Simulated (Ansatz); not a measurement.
Ionic part of the dielectric constant of AlAs at 25 GPa, mode by mode

All numbers below come from DFT PBE, scalar-relativistic, plane waves, PAW in Ansatz 0.2.0. Plane waves to 420 eV; Γ-centred k mesh 10×10×10; fixed occupations. No spin polarisation. Phonons by linear response, acoustic sum rule imposed.

The structure is cubic, space group F-43m (No. 216). The conventional cell has a = 5.306 Å, b = 5.306 Å, c = 5.306 Å, α = 90.00°, β = 90.00°, γ = 90.00°. Al (site symmetry -43m) has 4 As at 2.30 Å as nearest neighbours. As (site symmetry -43m) has 4 Al at 2.30 Å as nearest neighbours.

Other phases may be more stable at this pressure.

The primitive cell has V = 37.36 Å³ and ε∞,zz = 8.751. Each polar mode adds Δε = (4.92064×10⁷/V)·S/ν² along z, with S its oscillator strength in e²/amu, ν in cm⁻¹ and V in Å³.

Q: From these modes, find each Δε and ε0,zz.
```tsv
ν (cm⁻¹)	S_zz (e²/amu)
447.2	0.2051
```

A:
```
ν (cm⁻¹)    Δε
   447.2  1.35
```

The sum is 1.351, so ε0,zz = 10.10; the run's tensor has 10.10.

Q: Where do the longitudinal modes lie for a wave vector along z?

A: At 480 cm⁻¹. The Lyddane–Sachs–Teller product Π(ν_LO/ν_TO)² = 1.15 matches ε0/ε∞ = 1.15.

Cost: 1 run of about 2.3 core-minutes, on Arm Neoverse N1 (shared hosts).